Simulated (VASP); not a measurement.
Results of a VASP single-point calculation on SiC (strained zincblende)

POSCAR

```
Si C
 1.0000000000000000
     0.0000000000000000    2.1780523449999998    2.2869549621999998
     2.1780523449999998    0.0000000000000000    2.2869549621999998
     2.1780523449999998    2.1780523449999998    0.0000000000000000
 Si  C
   1   1
Cartesian
  0.0000000000000000  0.0000000000000000  0.0000000000000000
  1.0890261724999997  1.0890261724999997  1.1434774810999999
```

```yaml
gap_between_bands_v_and_c: 1.49 eV
least_direct_gap: 4.95 eV
```

Band v is the last that the valence electrons fill when counted band by band, and c is the next. Levels in eV from the top of v:

```csv
point,v−1,v,c,c+1
Γ,0.00,0.00,6.09,7.33
X,-3.01,-3.01,1.94,5.09
K,-5.60,-2.95,3.18,7.67
L,-1.53,-0.91,5.18,7.31
W,-5.07,-4.74,5.74,9.53
```

Question: Which of these levels of theory gave these results?
A. PBE with spin–orbit coupling
B. PBE0
C. PBEsol
D. HSE06
E. PBE
F. LDA
G. r²SCAN

Answer: G.

The INCAR was:

```
NBANDS = 11
ALGO = Normal
METAGGA = R2SCAN
SIGMA = 0.01
LASPH = .TRUE.
NELM = 120
ENCUT = 520
LCHARG = .FALSE.
LWAVE = .FALSE.
IBRION = -1
NSW = 0
ISIF = 2
EDIFF = 1E-7
ISMEAR = 0
LREAL = .FALSE.
PREC = Accurate
```
